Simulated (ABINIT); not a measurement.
# SnO2 (R-3m) in ABINIT: further runs

One crystal, SnO2, is run at these levels: LDA; tasks: phonons, RPA correlation energy.

All numbers are computed with ABINIT 10.8.3 (patched build); they aren't measurements. Logs are shortened: lines on timing, memory, paths and dates and some standing lists are left out, and cuts for length are marked. The log counts tension as positive stress, the text compression.

## Step 1: Starting point

Symmetry: R-3m, No. 166, trigonal system. The conventional cell has a = 3.234 Å, b = 3.234 Å, c = 14.402 Å, α = 90.00°, β = 90.00°, γ = 120.00°. Sn (site symmetry -3m) is surrounded by 6 O at 2.13 Å. Around O (site symmetry 3m) lie 3 Sn at 2.13 Å.

Measurements of this composition are mostly on another form, of space group No. 136.

## Step 2: Phonons, LDA

Contents of run.abi:

```
# Datasets
ndtset 3

# Pseudopotentials
pp_dirpath "./"
pseudos "Sn.upf, O.upf"

# Structure
acell 3*1.0 Angstrom
rprim
     1.6170930752     0.9336291223     4.8005925840
    -1.6170930752     0.9336291223     4.8005925840
     0.0000000000    -1.8672582446     4.8005925840
ntypat 2
znucl 50 8
natom 3
typat 1 2 2
xred
            1/2            1/2            1/2
   0.7628300000   0.7628300000   0.7628300000
   0.2371700000   0.2371700000   0.2371700000

# Plane-wave basis
ecut 35.0

# k points
ngkpt 8 8 8
nshiftk 1
shiftk 0.0 0.0 0.0

# Exchange and correlation
ixc 7

# Bands and occupations
nband 13
occopt 1

# SCF cycle
nstep 80
diemac 6.0

# Output
prteig 0
prtebands 0
prtwf 0
prtden 0
prtpot 0

# Dataset 1: ground state
kptopt1 1
tolvrs1 1.0e-15
prtwf1 1

# Dataset 2: derivatives of the wave functions by k
iscf2 -3
rfelfd2 2
rfdir2 1 1 1
getwfk2 1
kptopt2 2
nqpt2 1
qpt2 0.0 0.0 0.0
tolwfr2 1.0e-18
prtwf2 1

# Dataset 3: response at q = 0 to electric field, atomic displacements
rfelfd3 3
rfphon3 1
rfatpol3 1 3
rfdir3 1 1 1
getwfk3 1
getddk3 2
kptopt3 2
nqpt3 1
qpt3 0.0 0.0 0.0
tolvrs3 1.0e-9
```

Contents of mrgddb.in:

```
merged_DDB
SnO2
2
runo_DS1_DDB
runo_DS3_DDB
```

Contents of anaddb.abi:

```
ddb_filepath "merged_DDB"
output_file "anaddb.abo"
outdata_prefix "ana"
asr 2
chneut 1
dipdip 1
dieflag 1
enunit 0
nfreq 1
frmin 0.0
frmax 0.0
eivec 1
nph1l 1
qph1l 0.0 0.0 0.0 1.0
nph2l 3
qph2l
  1.0 0.0 0.0 0.0
  0.0 1.0 0.0 0.0
  0.0 0.0 1.0 0.0
```

Potentials or basis: PseudoDojo NC SR LDA v0.4.1 standard.

The run is started by

```
> mpirun --bind-to none -np 4 abinit run.abi > log 2>&1
> mrgddb < mrgddb.in > mrgddb.log 2>&1
> anaddb anaddb.abi > anaddb.log 2>&1
```

run.abo:

```text
.Version 10.8.3 of ABINIT
 DATASET    1 : space group R-3 m (#166); Bravais hR (rhombohedral)
================================================================================
 Values of the parameters that define the memory need for DATASET  1.
     intxc =       0    ionmov =       0      iscf =       7    lmnmax =       6
     lnmax =       6     mgfft =      54  mpssoang =       3    mqgrid =    3001
     natom =       3  nloc_mem =       1    nspden =       1   nspinor =       1
    nsppol =       1      nsym =      12    n1xccc =    2501    ntypat =       2
    occopt =       1   xclevel =       1
       mpw =        2920          nfft =      157464          nkpt =          65
================================================================================
================================================================================

 DATASET    2 : space group R-3 m (#166); Bravais hR (rhombohedral)
================================================================================
 Values of the parameters that define the memory need for DATASET  2 (RF).
     intxc =       0      iscf =      -3    lmnmax =       6     lnmax =       6
     mgfft =      54  mpssoang =       3    mqgrid =    3001     natom =       3
  nloc_mem =       1    nspden =       1   nspinor =       1    nsppol =       1
      nsym =      12    n1xccc =    2501    ntypat =       2    occopt =       1
   xclevel =       1
      nfft =      157464          nkpt =         260
================================================================================
================================================================================

 DATASET    3 : space group R-3 m (#166); Bravais hR (rhombohedral)
================================================================================
 Values of the parameters that define the memory need for DATASET  3 (RF).
     intxc =       0      iscf =       7    lmnmax =       6     lnmax =       6
     mgfft =      54  mpssoang =       3    mqgrid =    3001     natom =       3
  nloc_mem =       1    nspden =       1   nspinor =       1    nsppol =       1
      nsym =      12    n1xccc =    2501    ntypat =       2    occopt =       1
   xclevel =       1
      nfft =      157464          nkpt =         260
================================================================================
================================================================================

--------------------------------------------------------------------------------
------------- Echo of variables that govern the present computation ------------
--------------------------------------------------------------------------------
 -outvars: echo values of preprocessed input variables --------
            acell      1.8897261259E+00  1.8897261259E+00  1.8897261259E+00 Bohr
              amu      1.18710000E+02  1.59994000E+01
           diemac      6.00000000E+00
             ecut      3.50000000E+01 Hartree
           getddk1          0
           getddk2          0
           getddk3          2
           getwfk1          0
           getwfk2          1
           getwfk3          1
             iscf1          7
             iscf2         -3
             iscf3          7
                       outvar_i_n : Printing only first  50 k-points.
              ixc           7
           jdtset        1    2    3
                       outvar_i_n : Printing only first  50 k-points.
           kptopt1          1
           kptopt2          2
           kptopt3          2
         kptrlatt        8    0    0      0    8    0      0    0    8
          kptrlen      4.88938085E+01
            natom           3
            nband1         13
            nband2         13
            nband3         13
           ndtset           3
            ngfft          54      54      54
             nkpt1         65
             nkpt2        260
             nkpt3        260
             nqpt1          0
             nqpt2          1
             nqpt3          1
            nstep          80
             nsym          12
           ntypat           2
        optdriver1          0
        optdriver2          1
        optdriver3          1
           prtden           0
[... 552 lines left out ...]
 Found     2 symmetries that leave the perturbation invariant.
 symkpt : the number of k-points, thanks to the symmetries,
 is reduced to   150 .

--------------------------------------------------------------------------------

--------------------------------------------------------------------------------

 Initialisation of the first-order wave-functions :
  ireadwf=   0
[... 32 lines left out ...]
 Mean square residual over all n,k,spin=   12.777E-15; max=  61.995E-13

 2DEtotal=    0.1734851969E+02 Ha. Also 2DEtotal=    0.472077269954E+03 eV
    (2DErelax=   -3.2039811342E+04 Ha. 2DEnonrelax=    3.2057159862E+04 Ha)
    (  non-var. 2DEtotal :    1.7348519204E+01 Ha)

--------------------------------------------------------------------------------
 Perturbation wavevector (in red.coord.)   0.000000  0.000000  0.000000
 Perturbation : displacement of atom   2   along direction   1
 Found     2 symmetries that leave the perturbation invariant.
 symkpt : the number of k-points, thanks to the symmetries,
 is reduced to   150 .

--------------------------------------------------------------------------------

--------------------------------------------------------------------------------

 Initialisation of the first-order wave-functions :
  ireadwf=   0
[... 34 lines left out ...]
 Mean square residual over all n,k,spin=   11.296E-14; max=  21.030E-11

 2DEtotal=    0.1030702661E+02 Ha. Also 2DEtotal=    0.280468482081E+03 eV
    (2DErelax=   -5.8021268883E+03 Ha. 2DEnonrelax=    5.8124339149E+03 Ha)
    (  non-var. 2DEtotal :    1.0307026878E+01 Ha)

--------------------------------------------------------------------------------
 Perturbation wavevector (in red.coord.)   0.000000  0.000000  0.000000
 Perturbation : homogeneous electric field along direction   1
 The set of symmetries contains only one element for this perturbation.
 symkpt : not enough symmetry to change the number of k points.

--------------------------------------------------------------------------------

--------------------------------------------------------------------------------
[... 37 lines left out ...]
 2DEtotal=   -0.1222999900E+03 Ha. Also 2DEtotal=   -0.332795226523E+04 eV
    (  non-var. 2DEtotal :   -1.2229998813E+02 Ha)
================================================================================

 ---- first-order wavefunction calculations are completed ----

 ==> Compute Derivative Database <==
 The violation of the charge neutrality conditions
 by the effective charges is as follows :
    atom        electric field
 displacement     direction
       1               1       -0.003112        0.000000
       1               2        0.000000        0.000000
       1               3       -0.000000        0.000000
       2               1       -0.000000        0.000000
       2               2       -0.003112        0.000000
       2               3        0.000000        0.000000
       3               1       -0.000000        0.000000
       3               2        0.000000        0.000000
       3               3       -0.001213        0.000000

 Effective charge tensors after
 imposition of the charge neutrality (if requested by user),
 and eventual restriction to some part :
   atom    displacement
         1         1    4.534329E+00   -1.799741E-16   -1.025298E-16
         1         2    1.883878E-16    4.534329E+00   -1.921100E-15
         1         3    2.539186E-17   -2.923169E-16    1.941228E+00
         2         1   -2.267164E+00    8.998703E-17    5.126490E-17
         2         2   -9.419392E-17   -2.267164E+00    9.605497E-16
         2         3   -1.269593E-17    1.461584E-16   -9.706138E-01
         3         1   -2.267164E+00    8.998703E-17    5.126490E-17
         3         2   -9.419392E-17   -2.267164E+00    9.605497E-16
         3         3   -1.269593E-17    1.461584E-16   -9.706138E-01
 Now, the imaginary part of the dynamical matrix is zeroed

  Dynamical matrix, in cartesian coordinates,
   if specified in the inputs, asr has been imposed
     j1       j2             matrix element
  dir pert dir pert     real part    imaginary part

   1    1   1    1         0.1243739998         0.0000000000
   1    1   1    2        -0.0621869999         0.0000000000
   1    1   1    3        -0.0621869999         0.0000000000
[... 29 lines left out ...]
   3    3   3    1        -0.0959919480         0.0000000000
   3    3   3    2        -0.0166962644         0.0000000000
   3    3   3    3         0.1126882125         0.0000000000

  Dielectric tensor, in cartesian coordinates,
     j1       j2             matrix element
  dir pert dir pert     real part    imaginary part

   1    5   1    5         4.6450820782        -0.0000000000

   2    5   2    5         4.6450820784        -0.0000000000

   3    5   3    5         2.8835217141        -0.0000000000

  Effective charges, in cartesian coordinates,
  (from electric field response)
   if specified in the inputs, charge neutrality has been imposed
     j1       j2             matrix element
  dir pert dir pert     real part    imaginary part

   1    1   1    5         4.5343286460         0.0000000000
   1    2   1    5        -2.2671643229         0.0000000000
   1    3   1    5        -2.2671643229         0.0000000000
[... 5 lines left out ...]
   3    1   3    5         1.9412275046         0.0000000000
   3    2   3    5        -0.9706137523         0.0000000000
   3    3   3    5        -0.9706137523         0.0000000000

  Effective charges, in cartesian coordinates,
  (from phonon response)
   if specified in the inputs, charge neutrality has been imposed
     j1       j2             matrix element
  dir pert dir pert     real part    imaginary part

   1    5   1    1         4.5343289365         0.0000000000

   2    5   2    1         4.5343289365         0.0000000000
[... 11 lines left out ...]
   2    5   2    3        -2.2671644682         0.0000000000

   3    5   3    3        -0.9706138975         0.0000000000

  Phonon wavevector (reduced coordinates) :  0.00000  0.00000  0.00000
 Phonon energies in Hartree :
   0.000000E+00  0.000000E+00  0.000000E+00  1.645294E-03  1.645294E-03
   1.884230E-03  1.884230E-03  2.044142E-03  2.106246E-03
 Phonon frequencies in cm-1    :
   0.000000E+00  0.000000E+00  0.000000E+00  3.611003E+02  3.611003E+02
   4.135406E+02  4.135406E+02  4.486374E+02  4.622677E+02
[... 19 lines left out ...]
  Phonon at Gamma, with non-analyticity in the
  direction (cartesian coordinates)  0.00000  0.00000  1.00000
 Phonon energies in Hartree :
   0.000000E+00  0.000000E+00  0.000000E+00  1.645294E-03  1.645294E-03
   1.884230E-03  1.884230E-03  2.106246E-03  2.323039E-03
 Phonon frequencies in cm-1    :
   0.000000E+00  0.000000E+00  0.000000E+00  3.611003E+02  3.611003E+02
   4.135406E+02  4.135406E+02  4.622677E+02  5.098482E+02

== END DATASET(S) ==============================================================
================================================================================

 -outvars: echo values of variables after computation  --------
            acell      1.8897261259E+00  1.8897261259E+00  1.8897261259E+00 Bohr
           etotal1    -1.1159520898E+02
           etotal2    -6.5747205466E+01
           etotal3    -1.2229998998E+02
            fcart1    -1.5137881575E-18 -1.1564823173E-18 -5.7824115866E-19
                       5.5965373238E-18  1.7361414167E-18  1.2847898812E-02
                      -4.0827491662E-18 -5.7965909935E-19 -1.2847898812E-02
            fcart3     0.0000000000E+00  0.0000000000E+00  0.0000000000E+00
                       0.0000000000E+00  0.0000000000E+00  0.0000000000E+00
                       0.0000000000E+00  0.0000000000E+00  0.0000000000E+00
            rprim      1.6170930752E+00  9.3362912230E-01  4.8005925840E+00
                      -1.6170930752E+00  9.3362912230E-01  4.8005925840E+00
                       0.0000000000E+00 -1.8672582446E+00  4.8005925840E+00
           strten1     3.6609037345E-04  3.6609037259E-04  2.9440197970E-04
                       0.0000000000E+00  0.0000000000E+00  0.0000000000E+00
           strten3     0.0000000000E+00  0.0000000000E+00  0.0000000000E+00
                       0.0000000000E+00  0.0000000000E+00  0.0000000000E+00
           xangst      2.7734246398E-17 -1.3847289847E-17  7.2008888760E+00
                      -2.9264580480E-16 -3.3510088449E-18  1.0986108123E+01
                       9.4785868410E-18 -3.5726360785E-18  3.4156696294E+00
             xred      5.0000000000E-01  5.0000000000E-01  5.0000000000E-01
                       7.6283000000E-01  7.6283000000E-01  7.6283000000E-01
                       2.3717000000E-01  2.3717000000E-01  2.3717000000E-01
 Calculation completed.
```

It took 19 min on 4 MPI ranks of Arm Neoverse V2, shared host; peak memory 0.88 GiB.

Results:

| Property | Result |
| --- | --- |
| Free energy | -3036.6603 eV |
| Largest force | 0.661 eV/Å |
| Electronic dielectric tensor (diagonal) | 4.65, 4.65, 2.88 |
| Born charges (mean of the diagonal) | Sn +3.67; O -1.83 e |
| Highest phonon frequency at Γ, LO-TO splitting left out | 462 cm⁻¹ |
| Static dielectric tensor (diagonal) | 11.72, 11.72, 3.72 |

Forces on the atoms (eV/Å):
```
Sn   0.000  0.000  0.000
O    0.000  0.000  0.661
O    0.000  0.000 -0.661
```

Phonon frequencies in cm⁻¹ (negative: imaginary):
```tsv
q point	frequencies
(0.000, 0.000, 0.000)	0 0 0 361 361 414 414 449 462
```

Electronic dielectric tensor:
```
4.65 0.00 0.00
0.00 4.65 0.00
0.00 0.00 2.88
```

Born effective charge tensors (e):
atom 1, Sn
```
4.53 0.00 0.00
0.00 4.53 0.00
0.00 0.00 1.94
```
atom 2, O
```
-2.27  0.00  0.00
 0.00 -2.27  0.00
 0.00  0.00 -0.97
```
atom 3, O
```
-2.27  0.00  0.00
 0.00 -2.27  0.00
 0.00  0.00 -0.97
```

Zone-centre frequencies with the macroscopic field, by direction of approach (cm⁻¹):
| direction | frequencies |
| --- | --- |
| (1, 0, 0) | 0 0 0 361 414 414 449 462 574 |
| (0, 1, 0) | 0 0 0 361 414 414 449 462 574 |
| (0, 0, 1) | 0 0 0 361 361 414 414 462 510 |

Static dielectric tensor, electrons and zone-centre modes:
```
11.72  0.00  0.00
 0.00 11.72  0.00
 0.00  0.00  3.72
```

Caveat: the atoms weren't relaxed first, which shifts response properties.

(Continued in part 2 of 2.)
